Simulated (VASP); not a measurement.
# GaAs (F-43m) in VASP: further runs

Aim: see how the results for GaAs move with the level of theory and the settings. Levels: LDA, PBE. Tasks: single point.

Everything below comes from runs of VASP 6.6.1. Logs are shortened: lines on timing, memory, paths and dates and some standing lists are left out, and cuts for length are marked.

## (1) The crystal as given

Symmetry: F-43m, No. 216, cubic system. The conventional cell has a = 5.690 Å, b = 5.690 Å, c = 5.690 Å, α = 90.00°, β = 90.00°, γ = 90.00°. Ga (site symmetry -43m) is surrounded by 4 As at 2.46 Å. Around As (site symmetry -43m) lie 4 Ga at 2.46 Å.

The cell was built by a generator and isn't the measured one.

## (2) Single point, LDA, non-collinear spin, zero start, spin-orbit coupling

Input file INCAR:

```
PREC = Accurate
ENCUT = 520
EDIFF = 1E-7
ISMEAR = 0
SIGMA = 0.02
LREAL = F
LASPH = T
NELM = 80
ALGO = Fast
ISIF = 2
LWAVE = F
LCHARG = T
MAGMOM = 0 0 0 0 0 0
LORBIT = 11
LSORBIT = T
GGA_COMPAT = F
GGA = CA
LVHAR = T
```

Input file KPOINTS:

```
Automatic mesh
0
Gamma
  8 8 8
```

Input file POSCAR:

```
GaAs
1.0
    0.0000000000      2.8452190886      2.8452190886
    2.8452190886      0.0000000000      2.8452190886
    2.8452190886      2.8452190886      0.0000000000
Ga As
1 1
Direct
    0.0000000000      0.0000000000      0.0000000000
    0.2500000000      0.2500000000      0.2500000000
```

Potentials or basis: VASP PAW LDA potentials, release 64 (Ga_d, As).

Command:

```
cat potpaw_LDA.64/Ga_d/POTCAR potpaw_LDA.64/As/POTCAR > POTCAR
mpirun -np 1 vasp_ncl > vasp.out
```

OUTCAR:

```text
PREC = Accurate
   ENCUT = 520
   EDIFF = 1E-7
   ISMEAR = 0
   LREAL = F
   LASPH = T
   NELM = 80
   ISIF = 2
   LORBIT = 11
   LSORBIT = T
   GGA = CA

 ion  position               nearest neighbor table
   1  0.000  0.000  0.000-   2 2.46   2 2.46   2 2.46   2 2.46
   2  0.250  0.250  0.250-   1 2.46   1 2.46   1 2.46   1 2.46

  LATTYP: Found a face centered cubic cell.
 ALAT       =     5.6904381772

  Lattice vectors:

 A1 = (   0.0000000000,   2.8452190886,   2.8452190886)
 A2 = (   2.8452190886,   0.0000000000,   2.8452190886)
 A3 = (   2.8452190886,   2.8452190886,   0.0000000000)

Analysis of symmetry for initial positions (statically):
=====================================================================
 Subroutine PRICEL returns:
 Original cell was already a primitive cell.

 Routine SETGRP: Setting up the symmetry group for a
 face centered cubic supercell.

 Subroutine GETGRP returns: Found 24 space group operations
 (whereof 24 operations were pure point group operations)
 out of a pool of 48 trial point group operations.

The static configuration has the point symmetry T_d .

Analysis of symmetry for dynamics (positions and initial velocities):
=====================================================================
 Subroutine PRICEL returns:
 Original cell was already a primitive cell.

 Routine SETGRP: Setting up the symmetry group for a
 face centered cubic supercell.

 Subroutine GETGRP returns: Found 24 space group operations
 (whereof 24 operations were pure point group operations)
 out of a pool of 48 trial point group operations.

The dynamic configuration has the point symmetry T_d .

Analysis of structural, dynamic, and magnetic symmetry:
=====================================================================
 Subroutine PRICEL returns:
 Original cell was already a primitive cell.

 Routine SETGRP: Setting up the symmetry group for a
 face centered cubic supercell.

 Subroutine GETGRP returns: Found 24 space group operations
 (whereof 24 operations were pure point group operations)
 out of a pool of 48 trial point group operations.

The overall configuration has the point symmetry T_d .

 Subroutine INISYM returns: Found 24 space group operations
 (whereof 24 operations are pure point group operations),
 and found     1 'primitive' translations

----------------------------------------------------------------------------------------

                                     Primitive cell

  volume of cell :      46.0656

  direct lattice vectors                    reciprocal lattice vectors
     0.000000000  2.845219089  2.845219089    -0.175733391  0.175733391  0.175733391
     2.845219089  0.000000000  2.845219089     0.175733391 -0.175733391  0.175733391
     2.845219089  2.845219089  0.000000000     0.175733391  0.175733391 -0.175733391

  length of vectors
     4.023747423  4.023747423  4.023747423     0.304379163  0.304379163  0.304379163

  position of ions in fractional coordinates (direct lattice)
     0.000000000  0.000000000  0.000000000
     0.250000000  0.250000000  0.250000000

  ion indices of the primitive-cell ions
   primitive index   ion index
                 1           1
                 2           2

----------------------------------------------------------------------------------------

 KPOINTS: Automatic mesh

Automatic generation of k-mesh.
 Grid dimensions read from file:
 generate k-points for:    8    8    8

 Generating k-lattice:

  Cartesian coordinates                     Fractional coordinates (reciprocal lattice)
[... 70 lines left out ...]
   PSTRESS=    0.0 pullay stress
   NELECT =      18.0000    total number of electrons
   NUPDOWN=      -1.0000    fix difference up-down
   EMIN   =  10.00;   EMAX   =-10.00  energy-range for DOS
   EFERMI =   0.00;   METHOD = LEGACY
   ISMEAR =     0;   SIGMA  =   0.02  broadening in eV -4-tet -1-fermi 0-gaus
   EFERMI_NEDOS =   21; number of points for ismear=-14 and -15
   IALGO  =     68    algorithm
   IMIX   =      4    mixing-type and parameters
     AMIX     =   0.40;   BMIX     =  1.00
     AMIX_MAG =   1.60;   BMIX_MAG =  1.00
  volume/ion in A,a.u.               =      23.03       155.43
  Fermi-wavevector in a.u.,A,eV,Ry     =   1.196851  2.261720 19.489685  1.432451
  Thomas-Fermi vector in A             =   2.332780
   LORBIT       =     11    0 simple, 1 ext, 2 COOP (PROOUT), +10 PAW based schemes
   GGA     = CA    functional components
   LHFCALC =     F    Hartree Fock is set to
   AEXX    =    0.0000 exact exchange contribution
   IVDW    =     0    specifies the selected vdW correction
   LEPSILON=     F    determine dielectric tensor
   LRPA    =     F    only Hartree local field effects (RPA)
 RMM-DIIS sequential band-by-band and
 Gauss-broadening in eV      SIGMA  =   0.02
  energy-cutoff  :      520.00
  volume of cell :       46.07
 maximum number of plane-waves:      2508
 NGX is ok and might be reduce to    30
   NGX = 15   NGY = 15   NGZ = 15

 number of electron      18.0000000 magnetization       0.0000000      0.0000000      0.0000000

 number of electron      17.9999985 magnetization      -0.0000000     -0.0000000      0.0000000

 number of electron      17.9999985 magnetization       0.0000000      0.0000000     -0.0000000

 Free energy of the ion-electron system (eV)
  ---------------------------------------------------
  ext. energy  EPLUGINS =         0.00000000
  ---------------------------------------------------
  free energy    TOTEN  =        -9.63813004 eV

  energy without entropy =       -9.63812834  energy(sigma->0) =       -9.63812919

 E-fermi :   3.7705     XC(G=0):  -9.8263

 val. band max:        3.7309741345   @ k =   0.0000   0.0000   0.0000
 cond. band min:       3.8068000344   @ k =   0.0000   0.0000   0.0000
 fundamental gap:      0.0758258998
 Fermi energy:         3.7705272307

 k-point     1 :       0.0000    0.0000    0.0000
  band No.  band energies     occupation
      1     -11.5247      1.00000
      2     -11.5247      1.00000
      3     -11.5247      1.00000
      4     -11.5247      1.00000
      5     -11.0966      1.00000
      6     -11.0966      1.00000
[... 685 lines left out ...]
     25      10.4501      0.00000
     26      10.4531      0.00000

 [... further k-points ...]
[... 5 lines left out ...]
  --------------------------------------------------------------------------------------
  -------------------------------------------------------------------------------------
  Total       -0.8205328     -0.8205328     -0.8205328     -0.0000000      0.0000000      0.0000000
  in kB      -28.5383850    -28.5383850    -28.5383850     -0.0000000      0.0000000      0.0000000
  external PRESSURE =     -28.5383850 kB  Pullay stress =       0.0000000 kB

 VOLUME and BASIS-vectors are now :
 -----------------------------------------------------------------------------
  energy-cutoff  :      520.00
  volume of cell :       46.07
      direct lattice vectors                 reciprocal lattice vectors
     0.000000000  2.845219089  2.845219089    -0.175733391  0.175733391  0.175733391
     2.845219089  0.000000000  2.845219089     0.175733391 -0.175733391  0.175733391
     2.845219089  2.845219089  0.000000000     0.175733391  0.175733391 -0.175733391

 POSITION                                       TOTAL-FORCE (eV/Angst)
 -----------------------------------------------------------------------------------
      0.00000      0.00000      0.00000        -0.000000      0.000000     -0.000000
      1.42261      1.42261      1.42261         0.000000     -0.000000      0.000000
 -----------------------------------------------------------------------------------
    total drift:                                0.000000      0.000000      0.000000

  FREE ENERGIE OF THE ION-ELECTRON SYSTEM (eV)
  ---------------------------------------------------
  free  energy   TOTEN  =        -9.6381300437 eV

  energy  without entropy=       -9.6381283398  energy(sigma->0) =       -9.63812919

 Spin-Orbit-Coupling matrix elements

 Ion:    1  E_soc:     -0.0123620
 l=   1
     0.0000000    -0.0012153    -0.0012153
    -0.0012153     0.0000000    -0.0012153
    -0.0012153    -0.0012153     0.0000000
 l=   2
     0.0000000    -0.0001678     0.0000000    -0.0001678    -0.0006773
    -0.0001678     0.0000000    -0.0005080    -0.0001678    -0.0001693
     0.0000000    -0.0005080     0.0000000    -0.0005080     0.0000000
    -0.0001678    -0.0001678    -0.0005080     0.0000000    -0.0001693
    -0.0006773    -0.0001693     0.0000000    -0.0001693     0.0000000
 l=   3
     0.0000000     0.0000000     0.0000000     0.0000000     0.0000000     0.0000000     0.0000000
     0.0000000     0.0000000     0.0000000     0.0000000     0.0000000     0.0000000     0.0000000
     0.0000000     0.0000000     0.0000000     0.0000000     0.0000000     0.0000000     0.0000000
     0.0000000     0.0000000     0.0000000     0.0000000     0.0000000     0.0000000     0.0000000
     0.0000000     0.0000000     0.0000000     0.0000000     0.0000000     0.0000000     0.0000000
     0.0000000     0.0000000     0.0000000     0.0000000     0.0000000     0.0000000     0.0000000
     0.0000000     0.0000000     0.0000000     0.0000000     0.0000000     0.0000000     0.0000000

 Ion:    2  E_soc:     -0.0255776
 l=   1
     0.0000000    -0.0042555    -0.0042555
    -0.0042555     0.0000000    -0.0042555
    -0.0042555    -0.0042555     0.0000000
 l=   2
     0.0000000    -0.0000036     0.0000000    -0.0000036    -0.0000038
    -0.0000036     0.0000000    -0.0000029    -0.0000036    -0.0000010
     0.0000000    -0.0000029     0.0000000    -0.0000029     0.0000000
    -0.0000036    -0.0000036    -0.0000029     0.0000000    -0.0000010
    -0.0000038    -0.0000010     0.0000000    -0.0000010     0.0000000
 l=   3
     0.0000000     0.0000000     0.0000000     0.0000000     0.0000000     0.0000000     0.0000000
     0.0000000     0.0000000     0.0000000     0.0000000     0.0000000     0.0000000     0.0000000
     0.0000000     0.0000000     0.0000000     0.0000000     0.0000000     0.0000000     0.0000000
     0.0000000     0.0000000     0.0000000     0.0000000     0.0000000     0.0000000     0.0000000
     0.0000000     0.0000000     0.0000000     0.0000000     0.0000000     0.0000000     0.0000000
     0.0000000     0.0000000     0.0000000     0.0000000     0.0000000     0.0000000     0.0000000
     0.0000000     0.0000000     0.0000000     0.0000000     0.0000000     0.0000000     0.0000000

 total charge

# of ion       s       p       d       tot
------------------------------------------
    1        0.894   0.787   9.990  11.671
    2        1.219   1.580   0.030   2.828
--------------------------------------------------
tot          2.113   2.366  10.019  14.499

 magnetization (x)

# of ion       s       p       d       tot
------------------------------------------
    1        0.000  -0.000   0.000  -0.000
    2       -0.000   0.000  -0.000   0.000
--------------------------------------------------
tot          0.000  -0.000  -0.000  -0.000

 magnetization (y)

# of ion       s       p       d       tot
------------------------------------------
    1        0.000   0.000   0.000   0.000
    2        0.000   0.000   0.000   0.000
--------------------------------------------------
tot          0.000   0.000   0.000   0.000

 magnetization (z)

# of ion       s       p       d       tot
------------------------------------------
    1       -0.000  -0.000   0.000  -0.000
    2       -0.000  -0.000   0.000  -0.000
--------------------------------------------------
tot         -0.000  -0.000   0.000  -0.000
```

Run time: 87 s. Hardware: 1 thread of Intel Xeon 6975P-C (Granite Rapids), shared host; peak memory 0.27 GiB.

Results:

```yaml
Free_energy: -9.6381 eV
Pressure: -2.9 GPa
Net_moment: 0.00 μB per cell
Valence_electrons_inside_the_program's_atomic_spheres: Ga 11.67; As 2.83
```

Moments on the atoms (μB; x, y, z):
```
Ga  0.00 0.00 0.00
As  0.00 0.00 0.00
```

## (3) Single point, PBE, non-collinear spin, zero start, spin-orbit coupling

Changes to INCAR since step 2:

```diff
@@ -16,3 +16,3 @@
 GGA_COMPAT = F
-GGA = CA
+GGA = PE
 LVHAR = T
```

KPOINTS is that of step 2.

POSCAR is that of step 2.

Potentials or basis: VASP PAW PBE potentials, release 64 (Ga_d, As).

Command:

```
cat potpaw_PBE.64/Ga_d/POTCAR potpaw_PBE.64/As/POTCAR > POTCAR
mpirun -np 1 vasp_ncl > vasp.out
```

It took 87 s on 1 thread of Intel Xeon 6975P-C (Granite Rapids), shared host; peak memory 0.32 GiB.

The run converged. Its results:

```yaml
Free_energy: -8.2801 eV
Pressure: 2.0 GPa
Net_moment: 0.00 μB per cell
Valence_electrons_inside_the_program's_atomic_spheres: Ga 11.65; As 2.83
```

Moments on the atoms (μB; x, y, z):
```
Ga  0.00 0.00 0.00
As  0.00 0.00 0.00
```
